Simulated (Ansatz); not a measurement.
# AlCo: the cost of one run

Computed with Ansatz 0.2.0 (DFT PBE, scalar-relativistic, plane waves, PAW, unless a step's input says otherwise).

3 further runs of the same task are left out: 3 set aside as unsound or not needed. Runs told in other sessions of the task aren't counted.

## (1) Starting point

Symmetry: Pm-3m, No. 221, cubic system. The conventional cell has a = 2.852 Å, b = 2.852 Å, c = 2.852 Å, α = 90.00°, β = 90.00°, γ = 90.00°. Around Al (site symmetry m-3m) lie 8 Co at 2.47 Å. Co (site symmetry m-3m) is surrounded by 8 Al at 2.47 Å.

Structure file:

```
Al Co
1.0
    -2.85190    0.00000    0.00000
     0.00000    2.85190    2.85190
     0.00000    2.85190   -2.85190
Al Co
2 2
Direct
  0.00000 0.00000 0.00000
  0.00000 0.50000 0.50000
  0.50000 0.50000 0.00000
  0.50000 0.00000 0.50000
```

It goes back to an entry of the Materials Project.

It is built from the cell relaxed beforehand with the same method (11.60 Å³/atom).

## (2) The undisturbed cell

input.yaml

```yaml
crystal:
  lattice:
    - [-2.851902396, 0.0, 0.0]
    - [0.0, 2.851902396, 2.851902396]
    - [0.0, 2.851902396, -2.851902396]
  atoms:
    - { symbol: Al, position: [0.0, 0.0, 0.0] }
    - { symbol: Al, position: [0.0, 0.5, 0.5] }
    - { symbol: Co, position: [0.5, 0.5, 0.0] }
    - { symbol: Co, position: [0.5, 0.0, 0.5] }
basis:
  ecutwfc: 420
kpoints:
  mp_grid: { grid: [22, 16, 16] }
hamiltonian:
  xc: pbe
scf:
  occupations: { method: gaussian, width: 0.15 }
output:
  forces: true
  stress: true
  eigenvalues: true
```

Run with:

```
$ ansatz run input.yaml --threads 2 --pin off --max-ram 5120MiB --backend cpu --events-out ev --progress --plain --runs-dir out
```

Q: Estimate wall time and peak memory on 2 threads of AMD EPYC, shared host.

About 27 s, with a peak of 0.75 GiB.
